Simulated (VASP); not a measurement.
# Cu (Fm-3m) in VASP: further runs

One crystal, Cu, is run at these levels: PBE; tasks: relaxation of cell and atoms, single point.

All numbers are computed with VASP 6.6.1; they aren't measurements. Logs are shortened: lines on timing, memory, paths and dates and some standing lists are left out, and cuts for length are marked.

## 1. The structure

It takes space group Fm-3m (No. 225, cubic). Conventional cell: a = 3.615 Å, b = 3.615 Å, c = 3.615 Å, α = 90.00°, β = 90.00°, γ = 90.00°. Cu (site symmetry m-3m) has 12 Cu at 2.56 Å as nearest neighbours.

## 2. Relaxation of cell and atoms, PBE

INCAR

```
PREC = Accurate
ENCUT = 520
EDIFF = 1E-7
ISMEAR = 0
SIGMA = 0.1
LREAL = False
LASPH = True
NELM = 100
ALGO = Normal
ISIF = 3
LWAVE = False
LCHARG = False
GGA = PE
IBRION = 2
NSW = 80
EDIFFG = -0.002
```

KPOINTS

```
Automatic mesh
0
Gamma
  12 12 12
```

POSCAR

```
Cu
1.0
    0.0000000000      1.8075000000      1.8075000000
    1.8075000000      0.0000000000      1.8075000000
    1.8075000000      1.8075000000      0.0000000000
Cu
1
Direct
    0.0000000000      0.0000000000      0.0000000000
```

Potentials or basis: VASP PAW PBE potentials, release 64 (Cu).

Started as:

```bash
$ cat potpaw_PBE.64/Cu/POTCAR > POTCAR
$ mpirun -np 1 vasp_std > vasp.out
```

OUTCAR:

```text
PREC = Accurate
   ENCUT = 520
   EDIFF = 1E-7
   ISMEAR = 0
   LREAL = False
   LASPH = True
   NELM = 100
   ISIF = 3
   GGA = PE
   IBRION = 2
   NSW = 80
   EDIFFG = -0.002

 ion  position               nearest neighbor table
   1  0.000  0.000  0.000-

  LATTYP: Found a face centered cubic cell.
 ALAT       =     3.6150000000

  Lattice vectors:

 A1 = (   0.0000000000,   1.8075000000,   1.8075000000)
 A2 = (   1.8075000000,   0.0000000000,   1.8075000000)
 A3 = (   1.8075000000,   1.8075000000,   0.0000000000)

Analysis of symmetry for initial positions (statically):
=====================================================================
 Subroutine PRICEL returns:
 Original cell was already a primitive cell.

 Routine SETGRP: Setting up the symmetry group for a
 face centered cubic supercell.

 Subroutine GETGRP returns: Found 48 space group operations
 (whereof 48 operations were pure point group operations)
 out of a pool of 48 trial point group operations.

The static configuration has the point symmetry O_h .

Analysis of symmetry for dynamics (positions and initial velocities):
=====================================================================
 Subroutine PRICEL returns:
 Original cell was already a primitive cell.

 Routine SETGRP: Setting up the symmetry group for a
 face centered cubic supercell.

 Subroutine GETGRP returns: Found 48 space group operations
 (whereof 48 operations were pure point group operations)
 out of a pool of 48 trial point group operations.

The dynamic configuration has the point symmetry O_h .

 Subroutine INISYM returns: Found 48 space group operations
 (whereof 48 operations are pure point group operations),
 and found     1 'primitive' translations

----------------------------------------------------------------------------------------

                                     Primitive cell

  volume of cell :      11.8104

  direct lattice vectors                    reciprocal lattice vectors
     0.000000000  1.807500000  1.807500000    -0.276625173  0.276625173  0.276625173
     1.807500000  0.000000000  1.807500000     0.276625173 -0.276625173  0.276625173
     1.807500000  1.807500000  0.000000000     0.276625173  0.276625173 -0.276625173

  length of vectors
     2.556191014  2.556191014  2.556191014     0.479128854  0.479128854  0.479128854

  position of ions in fractional coordinates (direct lattice)
     0.000000000  0.000000000  0.000000000

  ion indices of the primitive-cell ions
   primitive index   ion index
                 1           1

----------------------------------------------------------------------------------------

 KPOINTS: Automatic mesh

Automatic generation of k-mesh.
 Grid dimensions read from file:
 generate k-points for:   12   12   12

 Generating k-lattice:

  Cartesian coordinates                     Fractional coordinates (reciprocal lattice)
    -0.023052098  0.023052098  0.023052098     0.083333333  0.000000000  0.000000000
     0.023052098 -0.023052098  0.023052098     0.000000000  0.083333333  0.000000000
     0.023052098  0.023052098 -0.023052098     0.000000000  0.000000000  0.083333333

  Length of vectors
     0.039927405  0.039927405  0.039927405

  Shift w.r.t. Gamma in fractional coordinates (k-lattice)
     0.000000000  0.000000000  0.000000000

 Subroutine IBZKPT returns following result:
 ===========================================

 Found     72 irreducible k-points:

 Following reciprocal coordinates:
            Coordinates               Weight
  0.000000  0.000000  0.000000      1.000000
  0.083333  0.000000  0.000000      8.000000
  0.166667  0.000000  0.000000      8.000000
  0.250000  0.000000  0.000000      8.000000
  0.333333  0.000000  0.000000      8.000000
  0.416667  0.000000  0.000000      8.000000
[... 16 lines left out ...]
  0.500000  0.166667  0.000000     24.000000
 -0.416667  0.166667  0.000000     24.000000
 [... further k-points ...]
   k-points           NKPTS =     72   k-points in BZ     NKDIM =     72   number of bands    NBANDS=      9
   number of dos      NEDOS =    301   number of ions     NIONS =      1
   total plane-waves  NPLWV =   8000
   dimension x,y,z NGX =    20 NGY =   20 NGZ =   20
   dimension x,y,z NGXF=    40 NGYF=   40 NGZF=   40
   ions per type =               1
   NGX,Y,Z   is equivalent  to a cutoff of  13.01, 13.01, 13.01 a.u.
   NGXF,Y,Z  is equivalent  to a cutoff of  26.01, 26.01, 26.01 a.u.
 SYSTEM =  unknown system
   PREC   = accura    normal or accurate (medium, high low for compatibility)
   ISTART =      0    job   : 0-new  1-cont  2-samecut
   ICHARG =      2    charge: 1-file 2-atom 10-const
   ISPIN  =      1    spin polarized calculation?
   LNONCOLLINEAR =      F non collinear calculations
   LSORBIT =      F    spin-orbit coupling
   LASPH  =      T    aspherical Exc in radial PAW
   ENCUT  =  520.0 eV  38.22 Ry    6.18 a.u.   4.75  4.75  4.75*2*pi/ulx,y,z
   NELM   =    100;   NELMIN=  2; NELMDL= -5     # of ELM steps
   EDIFF  = 0.1E-06   stopping-criterion for ELM
   LREAL  =      F    real-space projection
   EDIFFG = -.2E-02   stopping-criterion for IOM
   NSW    =     80    number of steps for IOM
   IBRION =      2    ionic relax: 0-MD 1-quasi-New 2-CG
   NFREE  =      1    steps in history (QN), initial steepest desc. (CG)
   ISIF   =      3    stress and relaxation
   ISYM   =      2    0-nonsym 1-usesym 2-fastsym
   POTIM  = 0.5000    time-step for ionic-motion
   TEBEG  =    0.0;   TEEND  =   0.0 temperature during run
   PSTRESS=    0.0 pullay stress
   NELECT =      11.0000    total number of electrons
   NUPDOWN=      -1.0000    fix difference up-down
   EMIN   =  10.00;   EMAX   =-10.00  energy-range for DOS
   EFERMI =   0.00;   METHOD = LEGACY
   ISMEAR =     0;   SIGMA  =   0.10  broadening in eV -4-tet -1-fermi 0-gaus
   EFERMI_NEDOS =   21; number of points for ismear=-14 and -15
   IALGO  =     38    algorithm
   IMIX   =      4    mixing-type and parameters
     AMIX     =   0.40;   BMIX     =  1.00
     AMIX_MAG =   1.60;   BMIX_MAG =  1.00
  volume/ion in A,a.u.               =      11.81        79.70
  Fermi-wavevector in a.u.,A,eV,Ry     =   1.598763  3.021224 34.777078  2.556043
  Thomas-Fermi vector in A             =   2.696162
   LORBIT       =      0    0 simple, 1 ext, 2 COOP (PROOUT), +10 PAW based schemes
   GGA     = PE    functional components
   LHFCALC =     F    Hartree Fock is set to
   AEXX    =    0.0000 exact exchange contribution
   IVDW    =     0    specifies the selected vdW correction
   LEPSILON=     F    determine dielectric tensor
   LRPA    =     F    only Hartree local field effects (RPA)
 conjugate gradient relaxation of ions
 non-spin polarized calculation
 Gauss-broadening in eV      SIGMA  =   0.10
  energy-cutoff  :      520.00
  volume of cell :       11.81
 maximum number of plane-waves:       332
   NGX =  9   NGY =  9   NGZ =  9

--------------------------------------- Ionic step        1  -------------------------------------------

 number of electron      11.0000001 magnetization

 Free energy of the ion-electron system (eV)
  ---------------------------------------------------
  ext. energy  EPLUGINS =         0.00000000
  ---------------------------------------------------
  free energy    TOTEN  =        -3.72355241 eV

  energy without entropy =       -3.72220930  energy(sigma->0) =       -3.72288086

------------------------ aborting loop because EDIFF is reached ----------------------------------------

  FORCE on cell =-STRESS in cart. coord.  units (eV):
  Direction    XX          YY          ZZ          XY          YZ          ZX
  --------------------------------------------------------------------------------------
  -------------------------------------------------------------------------------------
  Total        0.1614724      0.1614724      0.1614724     -0.0000000     -0.0000000      0.0000000
  in kB       21.9050339     21.9050339     21.9050339     -0.0000000     -0.0000000      0.0000000
  external PRESSURE =      21.9050339 kB  Pullay stress =       0.0000000 kB
[... 55 lines left out ...]
  energy  without entropy=       -3.7229732486  energy(sigma->0) =       -3.72368229

--------------------------------------- Ionic step        3  -------------------------------------------

 number of electron      10.9999996 magnetization

 Free energy of the ion-electron system (eV)
  ---------------------------------------------------
  ext. energy  EPLUGINS =         0.00000000
  ---------------------------------------------------
  free energy    TOTEN  =        -3.72475060 eV

  energy without entropy =       -3.72335980  energy(sigma->0) =       -3.72405520

 E-fermi :   7.3080     XC(G=0): -12.6400

 val. band max:        7.3063934470   @ k =   0.4167   0.4167   0.0000
 cond. band min:       7.3100095392   @ k =   0.5000   0.3333   0.1667
 fundamental gap:      0.0036160922
 Fermi energy:         7.3080384351

 k-point     1 :       0.0000    0.0000    0.0000
  band No.  band energies     occupation
      1      -1.8370      2.00000
      2       4.4145      2.00000
      3       4.4145      2.00000
      4       4.4145      2.00000
      5       5.2175      2.00000
      6       5.2175      2.00000
      7      29.8752      0.00000
      8      32.4031      0.00000
      9      32.4031      0.00000
[... 265 lines left out ...]
 k-point    24 :      -0.4167    0.1667    0.0000
  band No.  band energies     occupation
      1       2.8793      2.00000
      2       4.0715      2.00000
      3       4.5846      2.00000
      4       4.6646      2.00000
      5       5.6776      2.00000
      6       8.3918      0.00000
      7      11.6498      0.00000
      8      22.0080      0.00000
      9      26.3743      0.00000

 [... further k-points ...]

------------------------ aborting loop because EDIFF is reached ----------------------------------------

  FORCE on cell =-STRESS in cart. coord.  units (eV):
  Direction    XX          YY          ZZ          XY          YZ          ZX
  --------------------------------------------------------------------------------------
  -------------------------------------------------------------------------------------
  Total        0.0010511      0.0010511      0.0010511     -0.0000000      0.0000000      0.0000000
  in kB        0.1404687      0.1404687      0.1404687     -0.0000000      0.0000000      0.0000000
  external PRESSURE =       0.1404687 kB  Pullay stress =       0.0000000 kB
[... 16 lines left out ...]
  FREE ENERGIE OF THE ION-ELECTRON SYSTEM (eV)
  ---------------------------------------------------
  free  energy   TOTEN  =        -3.7247506002 eV

  energy  without entropy=       -3.7233597970  energy(sigma->0) =       -3.72405520

 reached required accuracy - stopping structural energy minimisation
```

Run time: 39 s. Hardware: 1 thread of AMD EPYC 7R43 (Zen 3), shared host; peak memory 0.09 GiB.

Results:

```yaml
Free_energy: -3.7248 eV
Relaxed_volume: 11.99 Å³/atom
Relaxed_cell: a = 2.569 Å, b = 2.569 Å, c = 2.569 Å, α = 60.00°, β = 60.00°, γ = 60.00°
Space_group_after_relaxing_to_0.05_Å: Fm-3m (No. 225)
Energy_gained_by_relaxing: 1.2 meV/atom
Ionic_steps: 3
Pressure_after_relaxing: 0.0 GPa
Band_gap_on_the_k_mesh: none (metal or under the smearing width)
```

Step by step:
| step | energy change (eV) | largest force (eV/Å) | pressure (GPa) | volume (Å³) |
| --- | --- | --- | --- | --- |
| 1 | 0.0000 | 0.0000 | 2.19 | 11.81 |
| 2 | -0.0008 | 0.0000 | -1.14 | 12.09 |
| 3 | -0.0012 | 0.0000 | 0.01 | 11.99 |

Final structure:
```
CELL_PARAMETERS angstrom
0.00000 1.81654 1.81654
1.81654 0.00000 1.81654
1.81654 1.81654 0.00000
ATOMIC_POSITIONS crystal
Cu 0.00000 0.00000 0.00000
```

## 3. Relaxation of cell and atoms, PBE

This run uses another cell than the first one, of 11.99 Å³/atom, 1.015 times its volume.

INCAR is that of step 2.

KPOINTS is that of step 2.

POSCAR

```
Cu                                      
1.0
    0.0000000000      1.8165434395      1.8165434395
    1.8165434395     -0.0000000000      1.8165434395
    1.8165434395      1.8165434395     -0.0000000000
  Cu            
     1
Direct
     0.0000000000000000    0.0000000000000000    0.0000000000000000
```

Potentials or basis: VASP PAW PBE potentials, release 64 (Cu).

Started as:

```bash
$ cat potpaw_PBE.64/Cu/POTCAR > POTCAR
$ mpirun -np 1 vasp_std > vasp.out
```

Run time: 21 s. Hardware: 1 thread of AMD EPYC 7R43 (Zen 3), shared host; peak memory 0.09 GiB.

The run converged. Its results:

```
Free energy                            : -3.7249 eV
Relaxed volume                         : 11.99 Å³/atom
Relaxed cell                           : a = 2.569 Å, b = 2.569 Å, c = 2.569 Å, α = 60.00°, β = 60.00°, γ = 60.00°
Space group after relaxing (to 0.05 Å) : Fm-3m (No. 225)
Energy gained by relaxing              : 0.0 meV/atom
Ionic steps                            : 2
Pressure after relaxing                : 0.0 GPa
Band gap on the k mesh                 : none (metal or under the smearing width)
```

Final structure:
```
Cu
1.0
     0.00000    1.81683    1.81683
     1.81683    0.00000    1.81683
     1.81683    1.81683    0.00000
Cu
1
Direct
  0.00000 0.00000 0.00000
```

Levels at points of the mesh, in eV from the Fermi level:
```
           k point  band 3  band 4  band 5  band 6  band 7  band 8  band 9
(0.00, 0.00, 0.00)   -2.89   -2.89   -2.09   -2.09   22.56   25.09   25.09
(0.50, 0.00, 0.00)   -2.92   -1.53   -1.53   -0.86    3.77   21.06   21.92
(0.50, 0.50, 0.00)   -1.55   -1.40   -1.40    1.60    7.10   13.06   13.06
```

## 4. Single point, PBE

This run uses another cell than the first one, of 11.99 Å³/atom, 1.016 times its volume.

INCAR

```
SYSTEM = Cu
ALGO = Normal
EDIFF = 1E-7
ENCUT = 520
GGA = PE
ISIF = 2
ISMEAR = 0
LASPH = .True.
LCHARG = .False.
LREAL = .False.
LWAVE = .False.
NELM = 100
PREC = Accurate
SIGMA = 0.1
```

KPOINTS

```
k-points
0
Gamma
  12 12 12
  0 0 0
```

POSCAR

```
Cu                                      
1.0
   -0.0000000000      1.8168264362      1.8168264362
    1.8168264362      0.0000000000      1.8168264362
    1.8168264362      1.8168264362     -0.0000000000
  Cu            
     1
Direct
     0.0000000000000000    1.0000000000000000    1.0000000000000000
```

Started as:

```bash
$ cat potpaw_PBE.64/Cu/POTCAR > POTCAR
$ mpirun -np 1 vasp_std > vasp.out
```

Run time: 18 s. Hardware: 1 thread of AMD EPYC 7R43 (Zen 3), shared host; peak memory 0.09 GiB.

Results (log left out):

```
Free energy            : -3.7249 eV
Pressure               : 0.0 GPa
Band gap on the k mesh : none (metal or under the smearing width)
```

Levels at points of the mesh, in eV from the Fermi level:
| k point | band 2 | band 3 | band 4 | band 5 | band 6 | band 7 | band 8 | band 9 |
| --- | --- | --- | --- | --- | --- | --- | --- | --- |
| (0.00, 0.00, 0.00) | -2.89 | -2.89 | -2.89 | -2.09 | -2.09 | 22.56 | 25.09 | 25.09 |
| (0.50, 0.00, 0.00) | -2.92 | -2.92 | -1.53 | -1.53 | -0.86 | 3.77 | 21.06 | 21.92 |
| (0.50, 0.50, 0.00) | -4.25 | -1.55 | -1.40 | -1.40 | 1.60 | 7.10 | 13.06 | 13.06 |

## 5. Single point, PBE (a relaxed cell with its volume scaled by 0.97)

INCAR is that of step 4.

KPOINTS is that of step 4.

POSCAR

```
Cu                                      
1.0
   -0.0000000000      1.7984733993      1.7984733993
    1.7984733993      0.0000000000      1.7984733993
    1.7984733993      1.7984733993     -0.0000000000
  Cu            
     1
Direct
     0.0000000000000000    1.0000000000000000    1.0000000000000000
```

Started as:

```bash
$ cat potpaw_PBE.64/Cu/POTCAR > POTCAR
$ mpirun -np 1 vasp_std > vasp.out
```

It took 15 s on 1 thread of AMD EPYC 7R43 (Zen 3), shared host; peak memory 0.09 GiB.

It converged, with:

* Free energy: -3.7198 eV
* Pressure: 4.5 GPa
* Band gap on the k mesh: none (metal or under the smearing width)

Levels at points of the mesh, in eV from the Fermi level:
| k point | band 4 | band 5 | band 6 | band 7 | band 8 | band 9 |
| --- | --- | --- | --- | --- | --- | --- |
| (0.00, 0.00, 0.00) | -2.99 | -2.15 | -2.15 | 22.80 | 25.56 | 25.56 |
| (0.50, 0.00, 0.00) | -1.57 | -1.57 | -0.96 | 3.92 | 21.29 | 22.39 |
| (0.50, 0.50, 0.00) | -1.42 | -1.42 | 1.57 | 7.30 | 13.28 | 13.28 |

## 6. Summary

```tsv
task	cell	gap on the mesh (eV)	pressure (GPa)
relaxation of cell and atoms	relaxed	none	0.0
single point	as given	none	0.0
single point	a relaxed cell with its volume scaled by 0.97	none	4.5
```

Alike in all rows: level PBE; potentials or basis VASP PAW PBE potentials, release 64 (Cu); no spin polarisation; k mesh 12 × 12 × 12; cutoff (eV) 520; smearing gaussian 0.1 eV.

Absolute energies hang on the potentials; compare differences alone.
